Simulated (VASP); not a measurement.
Here is a VASP 6.6.1 calculation.

INCAR

```
  ALGO = Fast
  EDIFF = 1E-7
  ENCUT = 520
  GGA = PS
  ISIF = 2
  ISMEAR = 0
  LASPH = T
  LCHARG = T
  LELF = T
  LREAL = F
  LVACPOTAV = T
  LVHAR = T
  LWAVE = F
  NELM = 80
  PREC = Accurate
  SIGMA = 0.1
```

KPOINTS

```
k-points
0
Gamma
  12 8 1
```

File POSCAR:

```
Au
1.0
    4.0780000000      0.0000000000      0.0000000000
    0.0000000000      2.8835814537      0.0000000000
    0.0000000000      0.0000000000     25.5343258147
Au
9
Direct
    0.0000000000      0.0000000000      0.2741407802
    0.5000000000      0.5000000000      0.3306055851
    0.0000000000      0.0000000000      0.3870703901
    0.5000000000      0.5000000000      0.4435351950
    0.0000000000      0.0000000000      0.5000000000
    0.5000000000      0.5000000000      0.5564648050
    0.0000000000      0.0000000000      0.6129296099
    0.5000000000      0.5000000000      0.6693944149
    0.0000000000      0.0000000000      0.7258592198
```

Potentials or basis: VASP PAW PBE potentials, release 64 (Au).

Run with:

```bash
$ cat potpaw_PBE.64/Au/POTCAR > POTCAR
$ mpirun -np 1 vasp_std > vasp.out
```

Predict the band gap on the k mesh.

none (metal or under the smearing width).

Predict the largest force.

0.499 eV/Å.

Forces in eV/Å, atoms in the order of the input:
```
Au   0.000  0.000  0.475
Au   0.000  0.000 -0.499
Au   0.000  0.000  0.049
Au   0.000  0.000  0.069
Au   0.000  0.000  0.000
Au   0.000  0.000 -0.069
Au   0.000  0.000 -0.049
Au   0.000  0.000  0.499
Au   0.000  0.000 -0.475
```

Caveat: the PAW data sets were made with another functional, which shifts forces and pressure a little. Spin-orbit coupling is left out, which matters for the levels of Au.
